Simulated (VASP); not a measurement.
# Al₂Pt: intraband terms of a metal's spectrum

Al₂Pt, Fm-3m (no. 225), 3 atoms in the cell. PBE, independent-particle dielectric function; PAW potentials Pt, Al (PBE set).

## Input

INCAR.step1:
```
SYSTEM = Al2Pt
PREC = Accurate
ENCUT = 280
ISMEAR = 1
SIGMA = 0.1
EDIFF = 1E-7
LASPH = .TRUE.
KPAR = 4
LWAVE = .FALSE.
LCHARG = .TRUE.
LMAXMIX = 4
```

INCAR.step2:
```
SYSTEM = Al2Pt
PREC = Accurate
ENCUT = 280
ISMEAR = 0
SIGMA = 0.3
EDIFF = 1E-6
LASPH = .TRUE.
KPAR = 4
LWAVE = .TRUE.
LCHARG = .FALSE.
LMAXMIX = 4
ICHARG = 11
NBANDS = 30
NEDOS = 3000
OMEGAMAX = 30
CSHIFT = 0.1
```

INCAR.step3, as INCAR.step2 but for:
```
- LWAVE = .TRUE.
+ LWAVE = .FALSE.
+ LOPTICS = .TRUE.
+ ALGO = None
+ NELM = 1
+ ISTART = 1
```

INCAR.step4, as INCAR.step3 but for:
```
+ WPLASMAI = 0.03
```

INCAR.step5 to INCAR.step6 change the same tag again: WPLASMAI = 0.1, 0.3.

INCAR.step7, as INCAR.step6 but for:
```
- WPLASMAI = 0.3
+ RTIME = 5
```

INCAR.step8, as INCAR.step7 but for:
```
- RTIME = 5
+ RTIME = 40
```

INCAR.step9, as INCAR.step8 but for:
```
- RTIME = 40
+ LNABLA = .TRUE.
```

INCAR.step10, as INCAR.step9 but for:
```
- ISMEAR = 0
- LNABLA = .TRUE.
+ ISMEAR = -5
```

KPOINTS.step1:
```
k-points
0
Gamma
  8 8 8
```

KPOINTS.step2:
```
k-points
0
Gamma
  16 16 16
```

POSCAR:
```
Al2Pt
1.0
    0.0000000000      2.9550000000      2.9550000000
    2.9550000000      0.0000000000      2.9550000000
    2.9550000000      2.9550000000      0.0000000000
Pt Al
1 2
Direct
    0.0000000000      0.0000000000      0.0000000000
    0.7500000000      0.7500000000      0.7500000000
    0.2500000000      0.2500000000      0.2500000000
```

Commands (each step's output is kept before the next begins):
```
cat potpaw_PBE.64/Pt/POTCAR potpaw_PBE.64/Al/POTCAR > POTCAR
cp INCAR.step1 INCAR
cp KPOINTS.step1 KPOINTS
mpirun -np 4 vasp_std > vasp.out
cp INCAR.step2 INCAR
cp KPOINTS.step2 KPOINTS
mpirun -np 4 vasp_std > vasp.out
cp INCAR.step3 INCAR
mpirun -np 4 vasp_std > vasp.out
cp INCAR.step4 INCAR
mpirun -np 4 vasp_std > vasp.out
cp INCAR.step5 INCAR
mpirun -np 4 vasp_std > vasp.out
cp INCAR.step6 INCAR
mpirun -np 4 vasp_std > vasp.out
cp INCAR.step7 INCAR
mpirun -np 4 vasp_std > vasp.out
cp INCAR.step8 INCAR
mpirun -np 4 vasp_std > vasp.out
cp INCAR.step9 INCAR
mpirun -np 4 vasp_std > vasp.out
cp INCAR.step10 INCAR
mpirun -np 4 vasp_std > vasp.out
```

## Result

- Bands: 30

One ground state, settings moved in the last step alone:

| Settings | Plasma frequency (eV) | Im ε at 0.5 eV | Im ε at 1 eV | Im ε at 2 eV | Im ε at 4 eV | Time (s) |
|---|---|---|---|---|---|---|
| interband part alone | 7.82 | 21.9 | 20.5 | 4.5 | 11.1 | 15 |
| Drude term, WPLASMAI 0.03 | 7.82 | 36.6 | 22.4 | 4.7 | 11.1 | 16 |
| Drude term, WPLASMAI 0.1 | 7.82 | 69.0 | 26.6 | 5.2 | 11.2 | 13 |
| Drude term, WPLASMAI 0.3 | 7.82 | 130.0 | 37.4 | 6.7 | 11.3 | 14 |
| relaxation time RTIME 5 fs | 7.82 | 82.2 | 28.4 | 5.5 | 11.2 | 13 |
| relaxation time RTIME 40 fs | 7.82 | 30.0 | 21.5 | 4.6 | 11.1 | 14 |
| transversal form (LNABLA) | 8.12 | 22.9 | 21.7 | 4.7 | 11.7 | 13 |
| tetrahedron method | – | – | – | – | – | no result |

Limits: Spin-orbit coupling is left out, which can matter with atoms this heavy.

VASP 6.6.1 took 127 s on 4 cores (Intel Xeon Platinum 8375C @ 2.90GHz (Ice Lake)), a shared host.
